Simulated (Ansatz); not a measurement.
# Si3N4 (P6_3/m):O_i (void), thermodynamic levels from a 126-atom cell, part 2 of 2

Wanted: the transition levels of a interstitial in Si3N4 (P6_3/m), from a cell of 126 host atoms with 1 O put in.

Ansatz; place-levels on PBEsol runs: charge-transition levels and formation energies with image-charge correction and potential alignment at the atomic sites; PAW set soft_1.

So far: Set-up; The runs of each charge state.

### 3. Levels against the band edges, PBEsol

A charged cell interacts with its images and the background, and its potential has another zero than the host's. place-levels removes the first by a point-charge model, screened by the static dielectric constant since the ions have relaxed around the charge, and the second by comparing potentials at atoms far from the defect.

The host is a run of the defect-free crystal in the same cutoffs, grids and k-points, so that basis and sampling errors cancel in part in the differences. Its band edges come from a run of the primitive cell that searches the zone for them. The host is run in a cell of 42 atoms on a matching mesh. Chemical potentials are energies per atom of O (O2 molecule), run with the same functional and cutoff.

The input, levels.point.yaml:

```yaml
host:
  run: host.point.run
  levels_from: { run: edges.point.run }
states: [qm2.point.run, qm1_M1.point.run, q0.point.run, q0_M2.point.run]
geometry_from:
  qm2.point.run: qm2.relax.run
  qm1_M1.point.run: qm1_M1.relax.run
  q0.point.run: q0.relax_smeared.run
  q0_M2.point.run: q0_M2.relax.run
  host.point.run: host.relax.run
chemical_potentials:
  O:
    energy: -558.291301
    dataset: <sha256 of the dataset>
epsilon: [4.29, 4.29, 4.37]
static_epsilon: [8.29, 8.29, 8.25]
vertical:
  - { from: qm2.point.run, to: qm2.point_neutral.run }
  - { from: qm1_M1.point.run, to: qm1_M1.point_neutral.run }
```

Launch:

```sh
ansatz place-levels levels.point.yaml -- --threads 4 --pin off --max-ram 15073MiB
```

What it wrote:

```text
[... repeated set-up lines and file paths are left out, and long positions are rounded to six places ...]
(0/-1) 1.712 eV above the valence edge, 2.474 eV under the conduction edge; not on the lower envelope
(-1/-2) 1.367 eV above the valence edge, 2.819 eV under the conduction edge; not on the lower envelope
(0/-2) 1.540 eV above the valence edge, 2.647 eV under the conduction edge: charges between them are lowest nowhere
formation energy of charge 0: +1.406 eV with the Fermi level at the valence edge
formation energy of charge -1: +3.118 eV with the Fermi level at the valence edge
formation energy of charge -2: +4.485 eV with the Fermi level at the valence edge
vertical -2 to 0: no energy, since no alignment is typed
  the change from vertical[0].from (qm2.point.run) to vertical[0].to (qm2.point_neutral.run): by its potential at epsilon [4.29, 4.29, 4.37] it stands at 0.905 0.742 0.661, with an rms radius of about 4.7 Å (3.0 2.9 2.2 Å across the planes of the cell's [...]
vertical -1 to 0: no energy, since no alignment is typed
  the change from vertical[1].from (qm1_M1.point.run) to vertical[1].to (qm1_M1.point_neutral.run): by its spins about the atoms it stands at 0.101 0.073 0.584, with an rms radius of about 1.9 Å (1.5 0.9 0.8 Å across the planes of the cell's vectors); [...]
  edges by pbesol of host.levels_from (edges.point.run), its mesh sampled to repeats of 26.19 Å (the valence edge +0.130 eV and the conduction edge -0.336 eV from those of the host's own run), gap 4.186 eV; the host is sampled to repeats of 26.41 Å
  the defect's cells are sampled to repeats of 26.41 Å, like sampling
  charge 0: +0.000 eV for its dipole among its images, +0.001 omitted
  charge -1: -61511.4402 eV with its correction of +0.146 eV, at epsilon [8.29, 8.29, 8.25], aligned at sites: +0.0720 eV, mean over 102 atomic sites at or beyond 4.37 Å from the defect at [0.0000, 1.0000, 0.6667], with -0.025335 for the charge's moments and [...]
  charge -2: -61501.9511 eV with its correction of +0.695 eV, at epsilon [8.29, 8.29, 8.25], aligned at sites: +0.0982 eV, mean over 102 atomic sites at or beyond 4.37 Å from the defect at [0.0000, 1.0000, 0.6667], with -0.051692 for the charge's moments and [...]
  charge 0: states[3] (q0_M2.point.run) stands 1.476 eV higher, with a moment of 2.00 μB against 0.00
  of states[1] (qm1_M1.point.run): stability_check_not_made
  of states[0] (qm2.point.run): it parts from the run at its places by a charge that spreads by about 3 Å along one vector (2 Å or more is wide), by its potential at epsilon [4.29, 4.29, 4.37], taken for that of held ions (one typed too small widens it), [...]
  of states[3] (q0_M2.point.run): stability_check_not_made
  of vertical[0].from (qm2.point.run): it parts from the run at its places by a charge that spreads by about 3 Å along one vector (2 Å or more is wide), by its potential at epsilon [4.29, 4.29, 4.37], taken for that of held ions (one typed too small widens [...]
  vertical[0].to (qm2.point_neutral.run): levels filled in part (TS 0.014 eV): its energy is of no whole electron's
  of vertical[1].from (qm1_M1.point.run): stability_check_not_made
  vertical[1].to (qm1_M1.point_neutral.run): levels filled in part (TS 0.006 eV): its energy is of no whole electron's
```

Run time: 0.71 s. Hardware: 4 threads of Arm Neoverse V1, shared host.

Levels between the charges placed, in eV above the valence top:

|  | gap (eV) | (0/−1) | (−1/−2) |
| --- | --- | --- | --- |
| PBEsol | 4.19 | 1.71 | 1.37 |

Corrections by state:

| charge | moment (μB) | image terms and alignment (eV) | band filling (eV) | ε used | over the lowest of its charge, as the program ranks them, band filling apart (eV) |
| --- | --- | --- | --- | --- | --- |
| 0 | 0.0 | 0.000 | - | - | 0.000 |
| −1 | 1.0 | 0.146 | - | principal values (8.25, 8.29, 8.29) | 0.000 |
| −2 | 0.0 | 0.695 | - | principal values (8.25, 8.29, 8.29) | 0.000 |
| 0 | 2.0 | 0.000 | - | - | 1.476 |

The charged structures listed were also run neutral, and place-levels reads from each pair, by the potential or the spins, how wide the charge is by which they differ; that can be the carrier of either run.

| charge | rms radius (Å) | spread where it is widest against the cell (Å) | wide from (Å) | reading |
| --- | --- | --- | --- | --- |
| −1 | 1.9 | 1.47 | 1.98 | narrow |
| −2 | 4.7 | 3.03 | 1.98 | wide |

The neutral runs of these pairs need not share the spin of the lowest neutral state, and very wide values only mean spread over the cell.

From the program's caveats on the states, each cut to its opening words:

- charge −1 (1 μB), 0 (2 μB): flagged: stability check not made
- charge −2: it parts from the run at its places by a charge that spreads by about 3 Å along one vector (2 Å or more is wide), by its potential at epsilon [4.29, 4.29, [...]
- charge −2: the far atoms show a dipole or second moment of the defect's charge, for which the correction takes or leaves out 0.122 eV: further moments aren't read, and [...]

The host's formation energy from the elements is -1.218 eV per atom; it sets how far the chemical potentials can move.

Limit set by the element alone; other compounds of these elements are not counted. Chemical potentials from the elements' reference states: N 0.00 eV, Si -2.84 eV, O 0.00 eV. Formation energy by charge state (N-rich; gap 4.19 eV):

| charge | at valence top (eV) | at conduction bottom (eV) | correction included (eV) |
| --- | --- | --- | --- |
| 0 | 1.41 | 1.41 | 0.00 |
| −1 | 3.12 | -1.07 | 0.15 |
| −2 | 4.49 | -3.89 | 0.70 |

(Fermi level (eV), lowest formation energy (eV)): (0.00, 1.41), (0.38, 1.41), (0.76, 1.41), (1.14, 1.41), (1.52, 1.41), (1.90, 0.68), (2.28, -0.08), (2.67, -0.85), (3.05, -1.61), (3.43, -2.37), (3.81, -3.13), (4.19, -3.89)

Limit set by the element alone; other compounds of these elements are not counted. Chemical potentials from the elements' reference states: Si 0.00 eV, N -2.13 eV, O 0.00 eV. Formation energy by charge state (Si-rich; gap 4.19 eV):

| charge | at valence top (eV) | at conduction bottom (eV) | correction included (eV) |
| --- | --- | --- | --- |
| 0 | 1.41 | 1.41 | 0.00 |
| −1 | 3.12 | -1.07 | 0.15 |
| −2 | 4.49 | -3.89 | 0.70 |

| Fermi level (eV) | lowest formation energy (eV) |
| --- | --- |
| 0.00 | 1.41 |
| 0.38 | 1.41 |
| 0.76 | 1.41 |
| 1.14 | 1.41 |
| 1.52 | 1.41 |
| 1.90 | 0.68 |
| 2.28 | -0.08 |
| 2.67 | -0.85 |
| 3.05 | -1.61 |
| 3.43 | -2.37 |
| 3.81 | -3.13 |
| 4.19 | -3.89 |

### 4. Results

```json
{
 "gap of the host": "4.19 eV (PBEsol)",
 "level (0/minus 1)": "1.71 eV above the valence top, not a change between lowest states",
 "level (minus 1/minus 2)": "1.37 eV above the valence top, not a change between lowest states",
 "level (0/minus 2)": "1.54 eV above the valence top",
 "lowest of the charges placed, just above the valence top (0.02 eV)": "0",
 "lowest of the charges placed, just below the conduction bottom (0.02 eV)": "−2",
 "lowest formation energy at mid-gap of the charges run, N-rich": "0.30 eV",
 "lowest formation energy at mid-gap of the charges run, Si-rich": "0.30 eV"
}
```

In words: Of the charges placed (−2, −1 and 0), the lowest changes at 1.54 eV (0/−2) above the valence top, in a gap of 4.19 eV. (0/−2) passes over charge −1, which lies 0.17 eV above the two there; a lower structure or spin state of it, if missed, would change that. Charges above 0 and below −2 were not placed, so these runs say nothing of levels that involve them. States placed: 0 at 0 μB and 2 μB; −1 at 1 μB; −2 at 0 μB. Other spin states or structures, where not listed, weren't placed. At charge −2, −1 and 0 the atom put in ends up to 1.2 Å from its starting place, so the name tells the start alone and the levels can join different sites. O is taken at its element; compounds, which aren't counted here, bound the chemical potentials and would shift these formation energies. Keep in mind: the images are only 8.7 Å apart; PBEsol makes the gap too small and tends to spread out bound carriers; where a gas molecule sets a chemical potential or the host's formation energy, its binding is uncorrected.

[Logs are printed without paths, hosts, clocks, repeated set-up lines and the standing remarks that a program may print on its own settings, such as how far it seeks lower states.]

[Hosts, paths, dates, database ids (printed as entryN), source tags and the programs' standing remarks are cut or masked in the printed files.]

[Where a table of states has a column of steps, it counts the stored structures, which are thinned; the runs took as many ionic steps or more.]

[A defect's name tells the site on which it was built; relaxed atoms can leave that site.]

[For some hosts the program warned that the k-mesh of the response run may be too coarse for force constants and the static dielectric constant; such warnings are not shown here.]
